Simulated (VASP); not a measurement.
Computed with optB86b-vdW, VASP's PBE PAW potentials (set 64) (plane waves; VASP).

A VASP calculation is set up with these files.

File KPOINTS:
```
Automatic mesh
0
Gamma
6 6 6
0 0 0
```

### POSCAR
```
BaF2
1
    0.0000000000     3.0786093968     3.0786093968
    3.0786093968     0.0000000000     3.0786093968
    3.0786093968     3.0786093968     0.0000000000
Ba F
1 2
Direct
  0.0000000000   0.0000000000   0.0000000000
  0.2500000000   0.2500000000   0.2500000000
  0.7500000000   0.7500000000   0.7500000000
```

### INCAR
```
SYSTEM = BaF2
PREC = Accurate; ENCUT = 520; LREAL = .FALSE.
LASPH = .TRUE.
EDIFF = 1E-7; NELM = 100; ALGO = Normal
LMAXMIX = 4
ISMEAR = 0; SIGMA = 0.05
GGA = MK; LUSE_VDW = .TRUE.; AGGAC = 0.0
PARAM1 = 0.1234; PARAM2 = 1.0
ISIF = 2
LWAVE = .FALSE.; LCHARG = .FALSE.
```

POTCAR, in this order: Ba_sv F (PBE.64 set). Program: vasp_std.

What VASP printed:

File OSZICAR:
```
       N       E                     dE             d eps       ncg     rms          rms(c)
DAV:   1     0.166304131420E+03    0.16630E+03   -0.13301E+04   512   0.139E+03
DAV:   2    -0.651350381406E+01   -0.17282E+03   -0.16742E+03   656   0.301E+02
DAV:   3    -0.130369508723E+02   -0.65234E+01   -0.65157E+01   688   0.664E+01
DAV:   4    -0.131363832530E+02   -0.99432E-01   -0.99423E-01   656   0.714E+00
DAV:   5    -0.131398541471E+02   -0.34709E-02   -0.34709E-02   680   0.900E-01    0.865E+00
DAV:   6    -0.113748408919E+02    0.17650E+01   -0.95323E+00   512   0.251E+01    0.450E+00
DAV:   7    -0.113638375870E+02    0.11003E-01   -0.37874E-01   648   0.560E+00    0.231E+00
DAV:   8    -0.113655625886E+02   -0.17250E-02   -0.60881E-02   552   0.302E+00    0.305E-01
DAV:   9    -0.113699361610E+02   -0.43736E-02   -0.14501E-02   544   0.888E-01    0.141E-01
DAV:  10    -0.113713478715E+02   -0.14117E-02   -0.25222E-03   512   0.411E-01    0.416E-02
DAV:  11    -0.113713570366E+02   -0.91650E-05   -0.28441E-04   712   0.135E-01    0.213E-02
DAV:  12    -0.113713590449E+02   -0.20084E-05   -0.45636E-05   512   0.545E-02    0.311E-03
DAV:  13    -0.113713593507E+02   -0.30579E-06   -0.22758E-06   688   0.104E-02    0.266E-03
DAV:  14    -0.113713594476E+02   -0.96894E-07   -0.15684E-07   432   0.354E-03
   1 F= -.11371359E+02 E0= -.11371359E+02  d E =-.156808E-10
```

### OUTCAR
```
------------------------ aborting loop because EDIFF is reached ----------------------------------------
  FORCE on cell =-STRESS in cart. coord.  units (eV):
  Direction    XX          YY          ZZ          XY          YZ          ZX
  --------------------------------------------------------------------------------------
  Total        0.7282318      0.7282318      0.7282318      0.0000000      0.0000000      0.0000000
  in kB       19.9933911     19.9933911     19.9933911      0.0000000      0.0000000      0.0000000
  external PRESSURE =      19.9933911 kB  Pullay stress =       0.0000000 kB
  volume of cell :       58.36
      direct lattice vectors                 reciprocal lattice vectors
     0.000000000  3.078609397  3.078609397    -0.162410990  0.162410990  0.162410990
     3.078609397  0.000000000  3.078609397     0.162410990 -0.162410990  0.162410990
     3.078609397  3.078609397  0.000000000     0.162410990  0.162410990 -0.162410990
 POSITION                                       TOTAL-FORCE (eV/Angst)
 -----------------------------------------------------------------------------------
      0.00000      0.00000      0.00000        -0.000000      0.000000     -0.000000
      1.53930      1.53930      1.53930        -0.000000     -0.000000      0.000000
      4.61791      4.61791      4.61791         0.000000      0.000000     -0.000000
 -----------------------------------------------------------------------------------
    total drift:                               -0.000000     -0.000000      0.000000
  FREE ENERGIE OF THE ION-ELECTRON SYSTEM (eV)
  ---------------------------------------------------
  free  energy   TOTEN  =       -11.3713594476 eV

  energy  without entropy=      -11.3713594476  energy(sigma->0) =      -11.37135945
```
(Selected blocks of OUTCAR.)

### OUTCAR
```
 val. band max:       -2.1551386393   @ k =  -0.1667   0.1667   0.0000

 cond. band min:       4.5729922221   @ k =   0.0000   0.0000   0.0000


 Fermi energy:        -1.9398215310

 k-point     1 :       0.0000    0.0000    0.0000
  band No.  band energies     occupation
      1     -25.1163      2.00000
      2     -20.9795      2.00000
      3     -20.9080      2.00000
      4      -9.8998      2.00000
      5      -9.8998      2.00000
      6      -9.8998      2.00000
      7      -3.6934      2.00000
      8      -3.6934      2.00000
      9      -3.6934      2.00000
     10      -2.2315      2.00000
     11      -2.2315      2.00000
     12      -2.2315      2.00000
     13       4.5730      0.00000
     14       7.1534      0.00000
     15       7.1534      0.00000
     16       9.4951      0.00000

 k-point     2 :       0.1667    0.0000    0.0000
  band No.  band energies     occupation
      1     -25.0602      2.00000
      2     -21.0105      2.00000
      3     -20.9749      2.00000
      4      -9.9524      2.00000
      5      -9.9455      2.00000
      6      -9.9455      2.00000
      7      -3.5768      2.00000
      8      -3.5768      2.00000
      9      -3.3986      2.00000
     10      -2.4192      2.00000
     11      -2.2662      2.00000
     12      -2.2662      2.00000
     13       5.1781      0.00000
     14       7.1279      0.00000
     15       7.1279      0.00000
     16       9.1710      0.00000

 k-point     3 :       0.3333    0.0000    0.0000
  band No.  band energies     occupation
      1     -24.9409      2.00000
      2     -21.1559      2.00000
      3     -21.0353      2.00000
      4     -10.0407      2.00000
      5     -10.0327      2.00000
      6     -10.0327      2.00000
      7      -3.3675      2.00000
      8      -3.3675      2.00000
      9      -2.8192      2.00000
     10      -2.6974      2.00000
     11      -2.3062      2.00000
     12      -2.3062      2.00000
     13       6.3058      0.00000
...
```

Unless said otherwise, spin-orbit coupling is left out, though it shifts the bands of the heavy elements here.

The compound is BaF2 in the fluorite structure. This cell is one point of a volume scan, at 0.97 of the reference volume.
